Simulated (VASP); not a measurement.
# Cu (Fm-3m) in VASP: notebook

The runs below take Cu through relaxation of cell and atoms, single point, with LDA, PBEsol, PBE.

All numbers are computed with VASP 6.6.1; they aren't measurements. Logs are shortened: lines on timing, memory, paths and dates and some standing lists are left out, and cuts for length are marked.

## (1) The crystal as given

Symmetry: Fm-3m, No. 225, cubic system. The conventional cell has a = 3.525 Å, b = 3.525 Å, c = 3.525 Å, α = 90.00°, β = 90.00°, γ = 90.00°. Cu (site symmetry m-3m) has 12 Cu at 2.49 Å as nearest neighbours.

## (2) Relaxation of cell and atoms, LDA

File INCAR:

```
SYSTEM = Cu
PREC = Accurate
ENCUT = 600
EDIFF = 1E-7
ISMEAR = 1
SIGMA = 0.1
LREAL = .FALSE.
LASPH = .TRUE.
NELM = 80
ALGO = Normal
ISIF = 3
LWAVE = .FALSE.
LCHARG = .FALSE.
IBRION = 2
NSW = 90
EDIFFG = -0.005
KPAR = 2
```

File KPOINTS:

```
regular mesh
0
G
  18 18 18
  0 0 0
```

File POSCAR:

```
Cu                                      
1.0
   -0.0000000000      1.7623990187      1.7623990187
    1.7623990187      0.0000000000      1.7623990187
    1.7623990187      1.7623990187      0.0000000000
  Cu            
     1
Direct
     0.0000000000000000    0.0000000000000000    0.0000000000000000
```

Potentials or basis: VASP PAW LDA potentials, release 64 (Cu).

Started as:

```bash
cat potpaw_LDA.64/Cu/POTCAR > POTCAR
mpirun -np 2 vasp_std > vasp.out
```

OUTCAR:

```text
SYSTEM = Cu
   PREC = Accurate
   ENCUT = 600
   EDIFF = 1E-7
   ISMEAR = 1
   LREAL = .FALSE.
   LASPH = .TRUE.
   NELM = 80
   ISIF = 3
   IBRION = 2
   NSW = 90
   EDIFFG = -0.005

 ion  position               nearest neighbor table
   1  0.000  0.000  0.000-

  LATTYP: Found a face centered cubic cell.
 ALAT       =     3.5247980374

  Lattice vectors:

 A1 = (   0.0000000000,   1.7623990187,   1.7623990187)
 A2 = (   1.7623990187,   0.0000000000,   1.7623990187)
 A3 = (   1.7623990187,   1.7623990187,   0.0000000000)

Analysis of symmetry for initial positions (statically):
=====================================================================
 Subroutine PRICEL returns:
 Original cell was already a primitive cell.

 Routine SETGRP: Setting up the symmetry group for a
 face centered cubic supercell.

 Subroutine GETGRP returns: Found 48 space group operations
 (whereof 48 operations were pure point group operations)
 out of a pool of 48 trial point group operations.

The static configuration has the point symmetry O_h .

Analysis of symmetry for dynamics (positions and initial velocities):
=====================================================================
 Subroutine PRICEL returns:
 Original cell was already a primitive cell.

 Routine SETGRP: Setting up the symmetry group for a
 face centered cubic supercell.

 Subroutine GETGRP returns: Found 48 space group operations
 (whereof 48 operations were pure point group operations)
 out of a pool of 48 trial point group operations.

The dynamic configuration has the point symmetry O_h .

 Subroutine INISYM returns: Found 48 space group operations
 (whereof 48 operations are pure point group operations),
 and found     1 'primitive' translations

----------------------------------------------------------------------------------------

                                     Primitive cell

  volume of cell :      10.9482

  direct lattice vectors                    reciprocal lattice vectors
     0.000000000  1.762399019  1.762399019    -0.283704198  0.283704198  0.283704198
     1.762399019  0.000000000  1.762399019     0.283704198 -0.283704198  0.283704198
     1.762399019  1.762399019  0.000000000     0.283704198  0.283704198 -0.283704198

  length of vectors
     2.492408595  2.492408595  2.492408595     0.491390085  0.491390085  0.491390085

  position of ions in fractional coordinates (direct lattice)
     0.000000000  0.000000000  0.000000000

  ion indices of the primitive-cell ions
   primitive index   ion index
                 1           1

----------------------------------------------------------------------------------------

 KPOINTS: regular mesh

Automatic generation of k-mesh.
 Grid dimensions read from file:
 generate k-points for:   18   18   18

 Generating k-lattice:

  Cartesian coordinates                     Fractional coordinates (reciprocal lattice)
    -0.015761344  0.015761344  0.015761344     0.055555556  0.000000000  0.000000000
     0.015761344 -0.015761344  0.015761344     0.000000000  0.055555556  0.000000000
     0.015761344  0.015761344 -0.015761344     0.000000000  0.000000000  0.055555556

  Length of vectors
     0.027299449  0.027299449  0.027299449

  Shift w.r.t. Gamma in fractional coordinates (k-lattice)
     0.000000000  0.000000000  0.000000000

 Subroutine IBZKPT returns following result:
 ===========================================

 Found    195 irreducible k-points:

 Following reciprocal coordinates:
            Coordinates               Weight
  0.000000  0.000000  0.000000      1.000000
  0.055556  0.000000  0.000000      8.000000
  0.111111  0.000000  0.000000      8.000000
  0.166667  0.000000  0.000000      8.000000
  0.222222  0.000000  0.000000      8.000000
  0.277778  0.000000  0.000000      8.000000
[... 16 lines left out ...]
 -0.277778  0.055556  0.000000     24.000000
 -0.222222  0.055556  0.000000     24.000000
 [... further k-points ...]
   k-points           NKPTS =    195   k-points in BZ     NKDIM =    195   number of bands    NBANDS=      9
   number of dos      NEDOS =    301   number of ions     NIONS =      1
   total plane-waves  NPLWV =   8000
   dimension x,y,z NGX =    20 NGY =   20 NGZ =   20
   dimension x,y,z NGXF=    40 NGYF=   40 NGZF=   40
   ions per type =               1
   NGX,Y,Z   is equivalent  to a cutoff of  13.34, 13.34, 13.34 a.u.
   NGXF,Y,Z  is equivalent  to a cutoff of  26.68, 26.68, 26.68 a.u.
 SYSTEM =  Cu
   PREC   = accura    normal or accurate (medium, high low for compatibility)
   ISTART =      0    job   : 0-new  1-cont  2-samecut
   ICHARG =      2    charge: 1-file 2-atom 10-const
   ISPIN  =      1    spin polarized calculation?
   LNONCOLLINEAR =      F non collinear calculations
   LSORBIT =      F    spin-orbit coupling
   LASPH  =      T    aspherical Exc in radial PAW
   ENCUT  =  600.0 eV  44.10 Ry    6.64 a.u.   4.98  4.98  4.98*2*pi/ulx,y,z
   NELM   =     80;   NELMIN=  2; NELMDL= -5     # of ELM steps
   EDIFF  = 0.1E-06   stopping-criterion for ELM
   LREAL  =      F    real-space projection
   EDIFFG = -.5E-02   stopping-criterion for IOM
   NSW    =     90    number of steps for IOM
   IBRION =      2    ionic relax: 0-MD 1-quasi-New 2-CG
   NFREE  =      1    steps in history (QN), initial steepest desc. (CG)
   ISIF   =      3    stress and relaxation
   ISYM   =      2    0-nonsym 1-usesym 2-fastsym
   POTIM  = 0.5000    time-step for ionic-motion
   TEBEG  =    0.0;   TEEND  =   0.0 temperature during run
   PSTRESS=    0.0 pullay stress
   NELECT =      11.0000    total number of electrons
   NUPDOWN=      -1.0000    fix difference up-down
   EMIN   =  10.00;   EMAX   =-10.00  energy-range for DOS
   EFERMI =   0.00;   METHOD = LEGACY
   ISMEAR =     1;   SIGMA  =   0.10  broadening in eV -4-tet -1-fermi 0-gaus
   EFERMI_NEDOS =   21; number of points for ismear=-14 and -15
   IALGO  =     38    algorithm
   IMIX   =      4    mixing-type and parameters
     AMIX     =   0.40;   BMIX     =  1.00
     AMIX_MAG =   1.60;   BMIX_MAG =  1.00
  volume/ion in A,a.u.               =      10.95        73.88
  Fermi-wavevector in a.u.,A,eV,Ry     =   1.639676  3.098539 36.579791  2.688539
  Thomas-Fermi vector in A             =   2.730442
   LORBIT       =      0    0 simple, 1 ext, 2 COOP (PROOUT), +10 PAW based schemes
   GGA     = CA    functional components
   LHFCALC =     F    Hartree Fock is set to
   AEXX    =    0.0000 exact exchange contribution
   IVDW    =     0    specifies the selected vdW correction
   LEPSILON=     F    determine dielectric tensor
   LRPA    =     F    only Hartree local field effects (RPA)
 conjugate gradient relaxation of ions
 non-spin polarized calculation
 Methfessel and Paxton  Order N= 1 SIGMA  =   0.10
  energy-cutoff  :      600.00
  volume of cell :       10.95
 maximum number of plane-waves:       376
   NGX =  9   NGY =  9   NGZ =  9

 number of electron      11.0000002 magnetization

 Free energy of the ion-electron system (eV)
  ---------------------------------------------------
  ext. energy  EPLUGINS =         0.00000000
  ---------------------------------------------------
  free energy    TOTEN  =        -4.70745876 eV

  energy without entropy =       -4.70740804  energy(sigma->0) =       -4.70744185

 E-fermi :   8.2913     XC(G=0): -13.5510

 val. band max:        8.2798668636   @ k =   0.5000   0.3333   0.1667
 cond. band min:       8.3150343130   @ k =  -0.4444   0.1111   0.0556
 fundamental gap:      0.0351674493
 Fermi energy:         8.2912988301

 k-point     1 :       0.0000    0.0000    0.0000
  band No.  band energies     occupation
      1      -1.6125      2.00000
      2       5.0164      2.00000
      3       5.0164      2.00000
      4       5.0164      2.00000
      5       5.9587      2.00000
      6       5.9587      2.00000
      7      31.6060      0.00000
      8      34.6819      0.00000
      9      34.6819      0.00000

 k-point     2 :       0.0556    0.0000    0.0000
  band No.  band energies     occupation
      1      -1.4936      2.00000
      2       4.9891      2.00000
      3       5.0405      2.00000
      4       5.0405      2.00000
      5       5.9489      2.00000
      6       5.9489      2.00000
      7      31.0355      0.00000
      8      33.2086      0.00000
      9      34.3176      0.00000

 k-point     3 :       0.1111    0.0000    0.0000
  band No.  band energies     occupation
      1      -1.1415      2.00000
      2       4.9151      2.00000
      3       5.1033      2.00000
      4       5.1033      2.00000
      5       5.9286      2.00000
      6       5.9286      2.00000
      7      28.6913      0.00000
      8      32.4626      0.00000
      9      33.6443      0.00000

 k-point     4 :       0.1667    0.0000    0.0000
  band No.  band energies     occupation
      1      -0.5710      2.00000
      2       4.8180      2.00000
      3       5.1731      2.00000
      4       5.1731      2.00000
      5       5.9277      2.00000
      6       5.9277      2.00000
      7      25.7523      0.00000
      8      32.1749      0.00000
      9      32.9986      0.00000
[... 205 lines left out ...]
 k-point    22 :      -0.3333    0.0556    0.0000
  band No.  band energies     occupation
      1       2.1900      2.00000
      2       5.0578      2.00000
      3       5.0745      2.00000
      4       5.1195      2.00000
      5       6.2506      2.00000
      6       6.5908      2.00000
      7      16.6993      0.00000
      8      28.7197      0.00000
      9      31.5454      0.00000

 k-point    23 :      -0.2778    0.0556    0.0000
  band No.  band energies     occupation
      1       1.4346      2.00000
      2       4.7463      2.00000
      3       5.1397      2.00000
      4       5.1897      2.00000
      5       6.0594      2.00000
      6       6.3613      2.00000
      7      19.2258      0.00000
      8      28.8694      0.00000
      9      32.2044      0.00000

 k-point    24 :      -0.2222    0.0556    0.0000
  band No.  band energies     occupation
      1       0.5625      2.00000
      2       4.6871      2.00000
      3       5.1955      2.00000
      4       5.2387      2.00000
      5       5.8999      2.00000
      6       6.1765      2.00000
      7      21.9621      0.00000
      8      29.1836      0.00000
      9      32.8904      0.00000

 [... further k-points ...]
[... 5 lines left out ...]
  --------------------------------------------------------------------------------------
  -------------------------------------------------------------------------------------
  Total       -0.0011818     -0.0011818     -0.0011818      0.0000000     -0.0000000      0.0000000
  in kB       -0.1729487     -0.1729487     -0.1729487      0.0000000     -0.0000000      0.0000000
  external PRESSURE =      -0.1729487 kB  Pullay stress =       0.0000000 kB

 VOLUME and BASIS-vectors are now :
 -----------------------------------------------------------------------------
  energy-cutoff  :      600.00
  volume of cell :       10.95
      direct lattice vectors                 reciprocal lattice vectors
     0.000000000  1.762399019  1.762399019    -0.283704198  0.283704198  0.283704198
     1.762399019  0.000000000  1.762399019     0.283704198 -0.283704198  0.283704198
     1.762399019  1.762399019  0.000000000     0.283704198  0.283704198 -0.283704198

 POSITION                                       TOTAL-FORCE (eV/Angst)
 -----------------------------------------------------------------------------------
      0.00000      0.00000      0.00000        -0.000000      0.000000      0.000000
 -----------------------------------------------------------------------------------
    total drift:                               -0.000000     -0.000000     -0.000000

  FREE ENERGIE OF THE ION-ELECTRON SYSTEM (eV)
  ---------------------------------------------------
  free  energy   TOTEN  =        -4.7074587623 eV

  energy  without entropy=       -4.7074080369  energy(sigma->0) =       -4.70744185

 reached required accuracy - stopping structural energy minimisation
```

It took 10 s on 2 MPI ranks of AMD EPYC 7R43 (Zen 3), shared host; peak memory 0.09 GiB.

What came out:

* Free energy: -4.7075 eV
* Pressure after relaxing: 0.0 GPa
* Band gap on the k mesh: none (metal or under the smearing width)

Final structure:
```
Cu
1.0
     0.00000    1.76240    1.76240
     1.76240    0.00000    1.76240
     1.76240    1.76240    0.00000
Cu
1
Direct
  0.00000 0.00000 0.00000
```

Caveat: the relaxation stopped at its first step, so nothing moved.

## (3) Single point, PBEsol

This run uses another cell than the first one, of 11.81 Å³/atom, 1.079 times its volume.

File INCAR:

```
ALGO = Normal ; EDIFF = 1E-6
ENCUT = 520 ; GGA = PS
ISIF = 2 ; ISMEAR = 1
KPAR = 4 ; LASPH = T
LCHARG = F ; LREAL = F
LWAVE = F ; NBANDS = 12
NELM = 80 ; PREC = Accurate
SIGMA = 0.1
```

File KPOINTS:

```
k-points
0
Gamma
  8 8 8
```

File POSCAR:

```
Cu
1.0
    0.0000000000      1.8075000000      1.8075000000
    1.8075000000      0.0000000000      1.8075000000
    1.8075000000      1.8075000000      0.0000000000
Cu
1
Direct
    0.0000000000      0.0000000000      0.0000000000
```

Potentials or basis: VASP PAW PBE potentials, release 64 (Cu).

Started as:

```bash
cat potpaw_PBE.64/Cu/POTCAR > POTCAR
mpirun -np 4 vasp_std > vasp.out
```

Wall time 4.2 s (4 MPI ranks of Intel Xeon Platinum 8375C at 2.90GHz (Ice Lake), shared host); peak memory 0.11 GiB.

The run converged. Its results:

```
Free energy            : -4.2681 eV
Pressure               : -4.9 GPa
Band gap on the k mesh : none (metal or under the smearing width)
```

Levels at points of the mesh, in eV from the Fermi level:
```csv
k point,band 3,band 4,band 5,band 6,band 7,band 8,band 9,band 10
"(0.00, 0.00, 0.00)",-2.91,-2.91,-2.08,-2.08,22.68,25.30,25.30,25.30
"(0.50, 0.00, 0.00)",-2.94,-1.51,-1.51,-0.94,3.85,21.18,22.12,22.12
"(0.50, 0.50, 0.00)",-1.53,-1.37,-1.37,1.56,7.20,13.13,13.13,17.66
```

Caveat: the k mesh is coarse (spacing up to 0.38 Å⁻¹), so the values aren't converged; the PAW data sets were made with another functional, which shifts forces and pressure a little.

## (4) Relaxation of cell and atoms, PBE, target pressure 21.1 GPa, at which the enthalpy is minimised

This run uses another cell than the first one, of 11.81 Å³/atom, 1.079 times its volume.

File INCAR:

```
SYSTEM = Cu
PREC = Accurate
ENCUT = 600
EDIFF = 1E-6
ISMEAR = 1
SIGMA = 0.1
LREAL = .False.
LASPH = .True.
NELM = 80
ALGO = Normal
ISIF = 3
LWAVE = .False.
LCHARG = .False.
GGA = PE
IBRION = 2
NSW = 90
EDIFFG = -0.01
PSTRESS = 211.0
```

File KPOINTS:

```
Automatic mesh
0
Gamma
  18 18 18
  0 0 0
```

POSCAR is that of step 3.

Started as:

```bash
cat potpaw_PBE.64/Cu/POTCAR > POTCAR
mpirun -np 1 vasp_std > vasp.out
```

Wall time 1.8 min (1 thread of AMD EPYC 7R43 (Zen 3), shared host); peak memory 0.12 GiB.

The run converged. Its results:

```yaml
Free_energy: -3.6516 eV
Relaxed_volume: 10.71 Å³/atom
Relaxed_cell: a = 2.474 Å, b = 2.474 Å, c = 2.474 Å, α = 60.00°, β = 60.00°, γ = 60.00°
Space_group_after_relaxing_to_0.05_Å: Fm-3m (No. 225)
Energy_change_on_relaxing_the_enthalpy_is_what_falls: +75.3 meV/atom
Ionic_steps: 4
Pressure_after_relaxing: 21.1 GPa
Band_gap_on_the_k_mesh: none (metal or under the smearing width)
```

Step by step:
```tsv
step	energy change (eV)	largest force (eV/Å)	pressure (GPa)	volume (Å³)
1	0.0000	0.0000	2.58	11.81
2	0.3149	0.0000	53.03	9.63
3	0.0726	0.0000	20.61	10.73
4	0.0753	0.0000	21.10	10.71
```

Final structure:
```yaml
crystal:
  lattice:
    - [0.00000, 1.74936, 1.74936]
    - [1.74936, 0.00000, 1.74936]
    - [1.74936, 1.74936, 0.00000]
  atoms:
    - { symbol: Cu, position: [0.00000, 0.00000, 0.00000] }
```

Levels at points of the mesh, in eV from the Fermi level:
| k point | band 2 | band 3 | band 4 | band 5 | band 6 | band 7 | band 8 | band 9 |
| --- | --- | --- | --- | --- | --- | --- | --- | --- |
| (0.00, 0.00, 0.00) | -3.31 | -3.31 | -3.31 | -2.35 | -2.35 | 23.41 | 26.83 | 26.83 |
| (0.50, 0.00, 0.00) | -3.35 | -3.35 | -1.69 | -1.69 | -1.26 | 4.32 | 21.85 | 23.68 |
| (0.50, 0.50, 0.00) | -4.93 | -1.71 | -1.53 | -1.53 | 1.46 | 7.86 | 13.90 | 13.90 |

Caveat: the cell is relaxed towards a set pressure, so the enthalpy falls and the energy may rise.

## (5) Summary

```tsv
task	level	potentials or basis	cell	k mesh	cutoff (eV)	target pressure	mesh quality	gap on the mesh (eV)	pressure (GPa)
relaxation of cell and atoms	LDA	VASP PAW LDA potentials, release 64 (Cu)	relaxed	18 × 18 × 18	600	-	not flagged	none	0.0
single point	PBEsol	VASP PAW PBE potentials, release 64 (Cu)	Fm-3m, 11.81 Å³/atom	8 × 8 × 8	520	-	coarse	none	-4.9
relaxation of cell and atoms	PBE	VASP PAW PBE potentials, release 64 (Cu)	relaxed to 21.1 GPa	18 × 18 × 18	600	21.1 GPa	not flagged	none	21.1
```

Alike in all rows: no spin polarisation; smearing methfessel-paxton 0.1 eV.

Caveats: some runs use coarse meshes; the relaxation stopped at its first step, so nothing moved (some runs); the PAW data sets were made with another functional, which shifts forces and pressure a little (some runs); the cell is relaxed towards a set pressure, so the enthalpy falls and the energy may rise (some runs).

Total energies depend on the potentials used, so only differences within one code and one set of settings carry meaning.
